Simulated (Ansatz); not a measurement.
A plane-wave DFT run in Ansatz 0.2.0 (scalar-relativistic PAW potentials unless the input names others): input and command.

```yaml
crystal:
  lattice:
    - [10.9, 0.0, 0.0]
    - [0.0, 12.7, 0.0]
    - [0.0, 0.0, 7.1405835975]
  atoms:
    - { symbol: B, position: [0.4894795444, 0.5, -0.0227471902], spin: 0.3 }
    - { symbol: As, position: [0.4816712428, 0.3366068781, 0.4033453102], spin: 0.3 }
    - { symbol: B, position: [0.4863043269, 0.5, 0.4006725573], spin: 0.3 }
    - { symbol: As, position: [0.4816712428, 0.6633931219, 0.4033453102], spin: 0.3 }
    - { symbol: B, position: [0.5342595866, 0.5692935761, 0.5906898264], spin: 0.3 }
    - { symbol: As, position: [0.3656261507, 0.5, 0.1587262751], spin: 0.3 }
    - { symbol: B, position: [0.5342595866, 0.4307064239, 0.5906898264], spin: 0.3 }
    - { symbol: As, position: [0.6267283192, 0.5, 0.8086114181], spin: 0.3 }
basis:
  ecutwfc: "120 eV"
kpoints:
  mp_grid: { grid: [1, 1, 4] }
hamiltonian:
  xc: pbesol
scf:
  occupations: { method: gaussian, width: 0.05 }
  max_iter: 80
output:
  forces: true
  eigenvalues: true
  stress: true
magnetization:
  spin_polarized: true
```

```bash
ansatz run input.yaml --threads 4 --pin off --max-ram 11264MiB --backend cpu --events-out ev --progress --plain --runs-dir out
```

Abridged log:
```
Pseudopotentials: kind: paw
Pseudopotential: B, paw, valence charge 3, recommended cutoff 420 eV (normal)
Pseudopotential: As, paw, valence charge 15, recommended cutoff 420 eV (normal)
Functional definition: PBEsol
Crystal: 8 atoms, lattice volume = 988.471 Å³
Basis set: ecut = 120 eV, 2961 PW (Γ), exchange–correlation on 80×96×54 points (8 copies of the dense FFT grid, shifted against one another)
Bands: 46, of which v1, the nominal top of the filled ones, is band 36 counted from 1 (35 counted from 0)
Symmetry: 2 space group operations
Space group: Pm (ITA 6), of the structure as read, at distance tolerance 1.0e-4 Å
Magnetic group: BNS 6.18 (UNI 25), of the structure as read, at distance tolerance 1.0e-4 Å
k-points: 3 of 4 (time reversal used)
Initial density: superposition of atomic densities (neutral atoms: chi_scale 0, normalization atom)
Starting moments: Σ|m| = 2.4 μB on 8 of 8 sites
Initial wavefunctions: pseudopotential atomic-orbital guess
Functional: x = pbesol(κ = 0.804, μ = 0.12345679), c = pbesol(β = 0.046)
SCF iter   1: F=—  HF=-19678.209692 eV  |F-HF|=—  |Δ(HF+E_count)|=         —  Δρ=3.85e-2 (↑3.85e-2 ↓2.74e-2) dr2=2.70e1  dr2_m=5.34e-1  M=0.074 μB ∫|m|=0.272 μB  β_m=0.30  ethr=3.10e-3  ⟨swp⟩=6.7  Hψ=1062  notcnv=0
spin=Collinear: Resta preconditioning applied to the charge; magnetization (m = ρ↑ − ρ↓) channel mixes plain (no charge-response kernel on spin).
SCF iter   2: F=—  HF=-19633.345397 eV  |F-HF|=—  |Δ(HF+E_count)|=    4.49e1  Δρ=2.54e-2 (↑2.54e-2 ↓1.76e-2) dr2=8.85e0  dr2_m=2.46e-1  M=0.471 μB ∫|m|=0.505 μB  β_m=0.30  ethr=3.10e-3  ⟨swp⟩=3.0  Hψ=684  notcnv=0  defer=16
SCF iter   3: F=—  HF=-19613.976441 eV  |F-HF|=—  |Δ(HF+E_count)|=    1.94e1  Δρ=1.47e-2 (↑1.47e-2 ↓1.03e-2) dr2=2.83e0  dr2_m=1.29e-1  M=0.222 μB ∫|m|=0.268 μB  β_m=0.30  ethr=3.10e-3  ⟨swp⟩=3.0  Hψ=528  notcnv=0  defer=16
SCF iter   4: F=—  HF=-19606.310095 eV  |F-HF|=—  |Δ(HF+E_count)|=    7.67e0  Δρ=4.70e-3 (↑4.70e-3 ↓4.48e-3) dr2=4.88e-1  dr2_m=6.95e-2  M=0.033 μB ∫|m|=0.136 μB  β_m=0.30  ethr=3.10e-3  ⟨swp⟩=2.0  Hψ=564  notcnv=0  defer=16
SCF iter   5: F=—  HF=-19605.993117 eV  |F-HF|=—  |Δ(HF+E_count)|=   3.17e-1  Δρ=2.42e-3 (↑1.95e-3 ↓2.42e-3) dr2=5.49e-2  dr2_m=3.50e-2  M=0.010 μB ∫|m|=0.114 μB  β_m=0.30  ethr=6.77e-4  ⟨swp⟩=2.3  Hψ=399  notcnv=0  defer=16
SCF iter   6: F=—  HF=-19605.996718 eV  |F-HF|=—  |Δ(HF+E_count)|=   3.60e-3  Δρ=1.44e-3 (↑1.44e-3 ↓1.39e-3) dr2=3.06e-3  dr2_m=1.74e-2  M=0.008 μB ∫|m|=0.092 μB  β_m=0.30  ethr=7.63e-5  ⟨swp⟩=2.3  Hψ=394  notcnv=0  defer=16
SCF iter   7: F=—  HF=-19606.002340 eV  |F-HF|=—  |Δ(HF+E_count)|=   5.62e-3  Δρ=9.97e-4 (↑9.86e-4 ↓9.97e-4) dr2=7.38e-4  dr2_m=8.71e-3  M=0.004 μB ∫|m|=0.076 μB  β_m=0.30  ethr=4.25e-6  ⟨swp⟩=2.5  Hψ=413  notcnv=0  defer=16
SCF iter   8: F=—  HF=-19606.006087 eV  |F-HF|=—  |Δ(HF+E_count)|=   3.75e-3  Δρ=7.00e-4 (↑7.00e-4 ↓6.92e-4) dr2=7.08e-5  dr2_m=4.37e-3  M=0.003 μB ∫|m|=0.061 μB  β_m=0.30  ethr=1.03e-6  ⟨swp⟩=2.2  Hψ=487  notcnv=0  defer=16
Mixer restart at iter 8: flushing history
spin-set hold released at iteration 8 (site moments contracting): the magnetisation degrees of freedom join the quasi-Newton model from the next iteration; the mixer history was flushed
   ...
SCF iter  11: F=—  HF=-19606.011398 eV  |F-HF|=—  |Δ(HF+E_count)|=   1.83e-3  Δρ=3.53e-5 (↑1.88e-5 ↓3.53e-5) dr2=9.63e-6  dr2_m=6.35e-6  M=0.000 μB ∫|m|=0.009 μB  β_m=0.76  ethr=2.71e-8  ⟨swp⟩=2.5  Hψ=489  notcnv=0  defer=16
SCF iter  12: F=—  HF=-19606.011412 eV  |F-HF|=—  |Δ(HF+E_count)|=   1.47e-5  Δρ=1.65e-5 (↑1.65e-5 ↓5.87e-6) dr2=5.09e-6  dr2_m=1.06e-6  M=0.000 μB ∫|m|=0.004 μB  β_m=0.74  ethr=1.34e-8  ⟨swp⟩=2.0  Hψ=356  notcnv=0  defer=16
SCF iter  13: F=—  HF=-19606.011414 eV  |F-HF|=—  |Δ(HF+E_count)|=   1.51e-6  Δρ=7.50e-6 (↑4.88e-6 ↓7.50e-6) dr2=4.33e-6  dr2_m=1.33e-7  M=0.000 μB ∫|m|=0.001 μB  β_m=0.56  ethr=7.07e-9  ⟨swp⟩=2.0  Hψ=351  notcnv=0  defer=16
SCF iter  14: F=—  HF=-19606.011415 eV  |F-HF|=—  |Δ(HF+E_count)|=   1.13e-6  Δρ=2.09e-6 (↑1.62e-6 ↓2.09e-6) dr2=1.96e-7  dr2_m=1.87e-8  M= 0.000 μB ∫|m|=0.000 μB  β_m=0.62  ethr=6.01e-9  ⟨swp⟩=2.0  Hψ=320  notcnv=0  defer=16
SCF iter  15: F=—  HF=-19606.011415 eV  |F-HF|=—  |Δ(HF+E_count)|=   1.22e-7  Δρ=8.14e-7 (↑8.00e-7 ↓8.14e-7) dr2=1.09e-8  dr2_m=4.77e-9  M= 0.000 μB ∫|m|=0.000 μB  β_m=0.70  ethr=1.39e-10  ⟨swp⟩=14.8  Hψ=952  notcnv=0
SCF iter  16: F=—  HF=-19606.011415 eV  |F-HF|=—  |Δ(HF+E_count)|=   3.35e-8  Δρ=2.34e-7 (↑2.34e-7 ↓2.19e-7) dr2=4.85e-10  dr2_m=3.98e-10  M=0.000 μB ∫|m|=0.000 μB  β_m=0.72  ethr=1.52e-11  ⟨swp⟩=3.2  Hψ=610  notcnv=0
SCF iter  17: F=—  HF=-19606.011415 eV  |F-HF|=—  |Δ(HF+E_count)|=   1.24e-9  Δρ=9.80e-8 (↑9.80e-8 ↓8.92e-8) dr2=3.83e-11  dr2_m=7.34e-11  M=0.000 μB ∫|m|=0.000 μB  β_m=0.84  ethr=1.00e-12  ⟨swp⟩=2.0  Hψ=396  notcnv=0
SCF iter  18: F=-19606.011415 eV  HF=-19606.011415 eV  |F-HF|=1.46e-11  |Δ(HF+E_count)|=  2.91e-10  Δρ=3.88e-8 (↑2.20e-8 ↓3.88e-8) dr2=6.25e-11  dr2_m=3.79e-12  M=0.000 μB ∫|m|=0.000 μB  ethr=1.00e-12  ⟨swp⟩=2.0  Hψ=434  notcnv=0
SCF 1 converged in 18 iterations: F = -19606.011415 eV  dr2 = 6.25e-11
WARN: the starting moments were not kept: the SCF closed with an absolute magnetisation of 6.2e-6 μB, where they sum to 2.4 μB in size (8 sites). That is at most 0.1 of that sum. Measured as dr2_m measures the in/out step, that magnetisation stands 1.6e-12 eV from none, at or under the dr2_threshold of 1.0e-7 eV: it is no larger than a step whose dr2_m would equal this threshold. The system may hold no moment; this SCF shows only that its start led to no more than that. To try another start: raise the starting moments (crystal.atoms[].spin, magnetization.per_species, magnetization.initial_magn ...
SCF converged after 18 iterations
Magnetization: 0.0000 μB (36.0000 up, 36.0000 down)
Absolute magnetization: 0.0000 μB (∫|ρ↑−ρ↓|, with the PAW one-centre terms)
Spin contamination: 0.0000 ħ² per cell (⟨S²⟩ above its minimum at these occupations)
Per-site moments (μB) at R_I (Å): [(5.46998374e-7, 0.77190109), (1.90988522e-7, 0.77680710), (-1.49758305e-7, 0.70108949), (1.90988522e-7, 0.77680710), (-2.13392983e-7, 0.70108949), (-2.48146974e-7, 0.77190109), (-2.13392983e-7, 0.70108949), (-1.22092218e-8, 0.79218727)]
Free energy (F): -19606.011415 eV
Harris-Foulkes:  -19606.011415 eV  (|F-HF|=1.46e-11)
Internal energy: -19606.011238 eV  (E = F + TS)
E sigma→0 (E₀):  -19606.011326 eV
Entropy (-TS):   -0.000178 eV (-0.022 meV/atom)
Fermi energy:    -3.794923 eV
--- Forces (eV/Å), atoms counted from 1 ---
  atom   1  B     -0.33874037     0.00000000     0.38793358
  atom   2  As     0.35400224     0.49713626     0.66994022
  atom   3  B     -1.03176401     0.00000000    -2.23523837
  atom   4  As     0.35400224    -0.49713626     0.66994022
  atom   5  B      0.20856328     2.16899045     0.48641076
  atom   6  As     0.98362648     0.00000000    -0.93980907
  atom   7  B      0.20856328    -2.16899045     0.48641076
  atom   8  As    -0.73862044     0.00000000     0.47450280
--- Stress (GPa, compression-positive) ---
       -0.331280       0.000000       0.354527
        0.000000       0.081604       0.000000
        0.354527       0.000000      -0.795206
  P = ⅓ Tr σ = -0.3483 GPa (-3.483 kbar)
```

Q: What should be changed?

A: The fault is a cutoff far too low (basis.ecutwfc: 420 → "120 eV", the first being the value of the sound run). Setting it back cures it. The log, from which this was withheld above, says: «Warning: basis.ecutwfc = 120 eV is below the records' recommended 420 eV, and the density's cutoff is lower with it unless basis.ecutrho_ratio is high enough to keep the records' density cutoff: compare with a run at a higher cutoff» The run converged all the same, with an energy at zero smearing 31.1 eV/atom above the reference's, pressure -0.35 GPa (averaged over a cell that holds vacuum), largest force 2.462 eV/Å, gap on the mesh 0.21 eV, so convergence alone doesn't show that an input is right. A reference run on usual settings, whose relaxation ended at this geometry, converged, and the end of its own relaxation has pressure 0.00 GPa (averaged over a cell that holds vacuum), largest force 0.006 eV/Å, gap on the mesh 0.30 eV.

The run took 1.5 s on 4 threads of Intel(R) Xeon(R) Platinum 8488C (Sapphire Rapids), with other jobs on the host, peak memory 0.47 GiB.